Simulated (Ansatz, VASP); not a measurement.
**Ge: VASP beside Ansatz**

The input INCAR:

```
SYSTEM = Ge
ALGO = Normal
EDIFF = 1E-7
ENCUT = 520
GGA = PS
ISIF = 2
ISMEAR = -1
LASPH = .TRUE.
LCHARG = .FALSE.
LREAL = .FALSE.
LWAVE = .FALSE.
NBANDS = 21
NELM = 80
PREC = Accurate
SIGMA = 0.05
```

The input KPOINTS:

```
k-points
0
G
  11 11 11
  0 0 0
```

POSCAR

```
Ge
1.0
   -2.5572107439      2.5572107439      1.3880337523
    2.5572107439     -2.5572107439      1.3880337523
    2.5572107439      2.5572107439     -1.3880337523
Ge
2
Direct
    0.5000000000      0.5000000000      0.0000000000
    0.2500000000      0.7500000000      0.5000000000
```

File input.yaml:

```yaml
crystal:
  lattice:
    - [-2.5572107439, 2.5572107439, 1.3880337523]
    - [2.5572107439, -2.5572107439, 1.3880337523]
    - [2.5572107439, 2.5572107439, -1.3880337523]
  atoms:
    - { symbol: Ge, position: [0.5, 0.5, 0.0] }
    - { symbol: Ge, position: [0.25, 0.75, 0.5] }
hamiltonian:
  xc: pbesol
  pseudopotentials: { kind: paw }
kpoints:
  mp_grid: { grid: [11, 11, 11] }
scf:
  occupations: { method: fermi_dirac, width: 0.05 }
output:
  forces: true
  stress: true
  eigenvalues: true
  write_density: true
  write_potential: true
  elf: true
  volumetric_format: npy
```

Change from the starting cell: volume scaled by 0.98.

Alike in both runs: task single point; functional PBEsol; k mesh 11 × 11 × 11; occupations fermi-dirac, width 0.05 eV; no spin polarisation.

|  | VASP | Ansatz |
| --- | --- | --- |
| version | VASP 6.6.1 | Ansatz 0.2.0 |
| potentials or method | VASP PAW PBE potentials, release 64 (Ge_d) | Ansatz PAW |
| plane-wave cutoff (eV) | 520 | 420 |
| valence electrons in the cell | 28 | 28 |

```tsv
	VASP	Ansatz	Ansatz less VASP
gap on the k mesh at the Fermi level (eV)	none	none	-
pressure (GPa)	1.0	1.0	-0.02
largest component of the traceless stress (GPa)	0.12	0.14	+0.022
```

A gap of «none» marks a metal or a gap that the smearing closes.

Caveats: the PAW data sets were made with another functional, which shifts forces and pressure a little (VASP); the PAW data sets come from PBE, with cores solved anew for the run's functional, which leaves a small shift of forces and pressure (Ansatz).
